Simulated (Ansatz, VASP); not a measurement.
# SnH5: VASP beside Ansatz

INCAR

```
SYSTEM = SnH5
PREC = Accurate
ENCUT = 520
EDIFF = 1E-6
ISMEAR = 0
SIGMA = 0.1
LREAL = .False.
LASPH = .True.
NELM = 80
ALGO = Normal
ISIF = 2
LWAVE = .False.
LCHARG = .False.
GGA = PE
NBANDS = 18
```

KPOINTS

```
regular mesh
0
Gamma
  4 4 4
  0 0 0
```

POSCAR

```
SnH5
1.0
    0.0000000000      3.3456449000      3.3456449000
    3.3456449000      0.0000000000      3.3456449000
    3.3456449000      3.3456449000      0.0000000000
Sn H
1 5
Direct
    0.0000000000      0.0000000000      0.0000000000
    0.7500000000      0.7500000000      0.7500000000
    0.3750000000      0.3750000000      0.8750000000
    0.3750000000      0.8750000000      0.3750000000
    0.8750000000      0.3750000000      0.3750000000
    0.3750000000      0.3750000000      0.3750000000
```

Input for Ansatz:

```yaml
crystal:
  lattice:
    - [0.0, 3.3456449, 3.3456449]
    - [3.3456449, 0.0, 3.3456449]
    - [3.3456449, 3.3456449, 0.0]
  atoms:
    - { symbol: Sn, position: [0.0, 0.0, 0.0] }
    - { symbol: H, position: [0.75, 0.75, 0.75] }
    - { symbol: H, position: [0.375, 0.375, 0.875] }
    - { symbol: H, position: [0.375, 0.875, 0.375] }
    - { symbol: H, position: [0.875, 0.375, 0.375] }
    - { symbol: H, position: [0.375, 0.375, 0.375] }
basis:
  ecutwfc: 420
kpoints:
  mp_grid: { grid: [4, 4, 4] }
hamiltonian:
  xc: pbe
scf:
  occupations: { method: gaussian, width: 0.1 }
  lower_state_search: "off"
output:
  forces: true
  stress: true
  eigenvalues: true
```

Change from the starting cell: species swapped into the ZrNi5 type (F-43m, No. 216).

Alike in both runs: task single point; functional PBE; k mesh 4 × 4 × 4; occupations gaussian, width 0.1 eV; no spin polarisation.

|  | VASP | Ansatz |
| --- | --- | --- |
| version | VASP 6.6.1 | Ansatz 0.2.0 |
| potentials or method | VASP PAW PBE potentials, release 64 (Sn_d, H) | scalar-relativistic, plane waves, PAW |
| plane-wave cutoff (eV) | 520 | 420 |
| valence electrons in the cell | 19 | 19 |

Ansatz gave:

* gap on the k mesh at the Fermi level (eV): none
* pressure (GPa): -12.8
* rms of the force components (eV/Å): 0.006

Question: What did VASP give for the same quantities?

Answer: gap on the k mesh at the Fermi level (eV): none; pressure (GPa): -12.9; rms of the force components (eV/Å): 0.006.

A gap of «none» marks a metal or a gap that the smearing closes. With one functional, cell and mesh, what is left measures potentials, basis and numerics.

Caveats: the k mesh is coarse (spacing up to 0.41 Å⁻¹), so the values aren't converged.
